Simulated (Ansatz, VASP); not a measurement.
# AlSi11HO24 (Al-H pair in alpha-quartz) in two plane-wave programs, part 2 of 2

Aim: how closely do two programs agree when they are given the same cell, functional and k mesh? The cell is taken from a series of runs on this material, whose earlier steps may have relaxed, scaled, displaced or heated it; both programs get it as it stands.

VASP 6.6.1 and Ansatz 0.2.0.

So far: The starting structure; Ansatz: single point, HSE06.

## Step 3: VASP: single point, HSE06

Level of this step: HSE06; plane waves and PAW (Si, O, Al, H) (VASP).

The same cell, functional, mesh and smearing now go to VASP, with its own data sets.

Lines of VASP's logs that name or quote its potential files are left out, and so is its time.

The run reads the wave functions of an earlier VASP run, which isn't shown here.

Input file INCAR:

```
SYSTEM = AlSi11HO24
PREC = Accurate
ENCUT = 520
EDIFF = 1E-06
NELM = 100
ISMEAR = -1
SIGMA = 0.01
LREAL = Auto
ALGO = Normal
LHFCALC = .TRUE.
AEXX = 0.25
GGA = PE
HFSCREEN = 0.208
LASPH = .TRUE.
NBANDS = 121
PRECFOCK = Fast
LORBIT = 11
LWAVE = .FALSE.
LCHARG = .FALSE.
ISIF = 2
```

Input file POSCAR:

```
AlSi11HO24
1.0
   -2.5091692155      4.3460085660      5.5089740514
    5.0183384309      0.0000000000      5.5089740514
    5.0183384309      8.6920171319      0.0000000000
Si O Al H
11 24 1 1
Direct
    0.0753038593      0.5712305407      0.4474322466
    0.5782723309      0.0829139810      0.2161683457
    0.3963397008      0.9210038285      0.0494384867
    0.9036830289      0.4247204833      0.2738168932
    0.9904100793      0.9937111200      0.2614865571
    0.5040289851      0.5042646701      0.0034150440
    0.1021544046      0.5756640885      0.9422596632
    0.5919353954      0.0751107291      0.7151833332
    0.3959707508      0.9454310052      0.5456838588
    0.9065958684      0.4308285504      0.7846052754
    0.9956552516      0.0074452001      0.7666493986
    0.3097127472      0.4618588862      0.4533068923
    0.7976288729      0.9762813272      0.2324001887
    0.4336856689      0.0898743647      0.3784578549
    0.9523706441      0.5135649927      0.0987223226
    0.4412828615      0.6876691592      0.0727167618
    0.9476353331      0.1879592963      0.3130098947
    0.1647509269      0.9986512965      0.1140898696
    0.6848972709      0.5145230182      0.3477812223
    0.0534164126      0.4767947415      0.3344631282
    0.5160219193      0.9654267272      0.1377739674
    0.0547194704      0.8030120084      0.3894125944
    0.5666471396      0.3083258574      0.1256377772
    0.3242074906      0.4876328169      0.9569959232
    0.8167935579      0.9814390657      0.7253654874
    0.4508111033      0.0305178751      0.8794673349
    0.9377174493      0.5144577835      0.6088409135
    0.4150134055      0.7264755028      0.5500468793
    0.9291931434      0.1968775165      0.8315630654
    0.1746361014      0.0440682850      0.6234659054
    0.6877625580      0.5308551005      0.8625157621
    0.0675688376      0.4872114618      0.8284378419
    0.5491553065      0.9627440418      0.6198995118
    0.0654711193      0.8115708626      0.8869351205
    0.5556636783      0.3044875542      0.6450436300
    0.5057655319      0.5066678054      0.5077176884
    0.3455003316      0.3727057551      0.4227937880
```

Input file KPOINTS:

```
Automatic mesh
0
Gamma
1 1 1
0 0 0
```

Potentials, in the order of the species: Si, O, Al and H (PBE family, release 64).

Run with:

```bash
$ export OMP_NUM_THREADS=4
$ mpirun -np 1 vasp_gam
```

Numbers of over 12 decimals in the logs are rounded to 6 here.

The log of the run:

```text
[banner, memory and clock lines left out]
running    1 mpi-ranks, on    1 nodes
[...]
Offloading initialized ...    1 GPUs detected
[...]
LDA part: xc-table for (Slater+PW92), standard interpolation
 found WAVECAR, reading the header
 POSCAR, INCAR and KPOINTS ok, starting setup
[...]
reading WAVECAR
 the WAVECAR file was read successfully
 initial charge from wavefunction
 entering main loop
       N       E                     dE             d eps       ncg     rms          rms(c)
DAV:   1    -0.349985567631E+03   -0.34999E+03   -0.57953E+00   276   0.863E+00    0.129E+01
DAV:   2    -0.350029414081E+03   -0.43846E-01   -0.21644E-01   284   0.141E+00    0.968E+00
DAV:   3    -0.350012082760E+03    0.17331E-01   -0.18910E-02   292   0.397E-01    0.609E+00
DAV:   4    -0.350008144325E+03    0.39384E-02   -0.59170E-03   284   0.202E-01    0.360E+00
[...]
DAV:   9    -0.350006394776E+03    0.86222E-05   -0.70599E-06   284   0.105E-02    0.229E-01
DAV:  10    -0.350006393409E+03    0.13664E-05   -0.21460E-06   188   0.627E-03    0.133E-01
DAV:  11    -0.350006393745E+03   -0.33521E-06   -0.11517E-06   172   0.483E-03
   1 F= -.35000639E+03 E0= -.35000639E+03  d E =-.697189E-11
```

From OUTCAR (step 3):

```text
  Total       17.2126973     -1.3062520      1.9106561      1.7002875      0.9678185      3.8893001
  in kB       57.3823423     -4.3546807      6.3695955      5.6682853      3.2264376     12.9658440
  external PRESSURE =      19.7990857 kB  Pullay stress =       0.0000000 kB

 POSITION                                       TOTAL-FORCE (eV/Angst)
 -----------------------------------------------------------------------------------
      4.92304      4.21636      3.56174         0.317500     -0.194716     -0.063609
      0.04991      4.39212      3.64246         0.259072      0.137299     -0.120987
      3.87552      2.15222      7.25721         0.023814      0.041442      0.040008
      1.23800      6.30744      7.31814        -0.090003     -0.025783     -0.021039
      3.81390      6.57718     10.93047         0.037432     -0.080465     -0.002999
      1.28301      2.22020      5.55466        -0.022883      0.079895     -0.052449
      7.36113      8.63410      3.73408        -0.014065      0.026846      0.023361
      2.48070      8.78894      3.67474        -0.063771      0.027993     -0.091010
      6.48936      6.46399      7.38975        -0.003571     -0.288688      0.270951
      3.82466     10.75988      7.36784         0.053969      0.043154     -0.047795
      1.38640     10.99086      5.52605        -0.018068      0.020177      0.014159
      3.81549      5.28617      4.25057        22.944978      3.520694      9.619315
      4.06419      5.48653      9.77243        -0.054192      0.055830      0.056000
      1.26206      5.17436      2.88428        -0.270216      0.087133     -0.157126
[...]
-----------------------------------------------------------------------------------
    total drift:                               -0.026062      0.007818     -0.015888

  FREE ENERGIE OF THE ION-ELECTRON SYSTEM (eV)
  ---------------------------------------------------
  free  energy   TOTEN  =      -350.0063937447 eV

  energy  without entropy=     -350.0063937447  energy(sigma->0) =     -350.00639374

[... 3 further parts left out ...]
[key lines of the parts left out:]
E-fermi :  -0.2360
```

The run ends at a pressure of 1.98 GPa, with forces up to 25 eV/Å.

## Step 4: Differences

Known differences besides the potentials themselves: exact exchange at q = 0 is treated differently, which shows on coarse meshes; VASP keeps PBE cores, Ansatz makes them for the functional; the cutoff is 420 eV in Ansatz and 520 eV in VASP (PREC = Accurate, projectors in real space); VASP takes a coarser grid for exact exchange (PRECFOCK = Fast). Total energies have different zeros and are not compared.

Both answers:

```tsv
quantity	Ansatz	VASP	difference
gap on the k mesh (eV)	7.356	7.376	-0.020
```

Forces on 7 of the 37 atoms, those with the largest forces and the largest differences (eV/Å; atoms numbered as in POSCAR):

```tsv
atom	Ansatz x, y, z	VASP x, y, z
Si1	0.301, -0.248, -0.103	0.318, -0.195, -0.064
Si2	0.280, 0.147, -0.127	0.259, 0.137, -0.121
Si9	-0.011, -0.278, 0.267	-0.004, -0.289, 0.271
O12	20.737, 3.192, 8.699	22.945, 3.521, 9.619
O14	-0.270, 0.074, -0.158	-0.270, 0.087, -0.157
Al36	0.048, 0.171, 0.197	0.094, 0.144, 0.177
H37	-20.816, -3.227, -8.708	-23.076, -3.558, -9.640
```

The forces differ by 328 meV/Å r.m.s., which is 9.7 % of the r.m.s. force of 3.383 eV/Å (both taken over all components). A gap on the mesh is an upper bound, since the band edges may lie between its points.

## Step 5: Outcome

```json
{
 "r.m.s. force difference (single point, HSE06)": "9.7 % of the r.m.s. force"
}
```

**Reading.** The r.m.s. force difference is 9.7 % of the r.m.s. force (single point, HSE06), beyond the 3 % picked in this series as the mark of a large difference. What causes the difference of the single point, HSE06 pair stays open here. How closely two codes agree says nothing of how well the functional describes the real material.

[Lines on the potential files, build, host, timing and source positions are cut from VASP's logs without a mark.]

[Logs are printed without paths, hosts, clocks, repeated set-up lines and the standing remarks that a program may print on its own settings, such as how far it seeks lower states.]

[Hosts, paths, dates, database ids (printed as entryN), source tags and the programs' standing remarks are cut or masked in the printed files.]
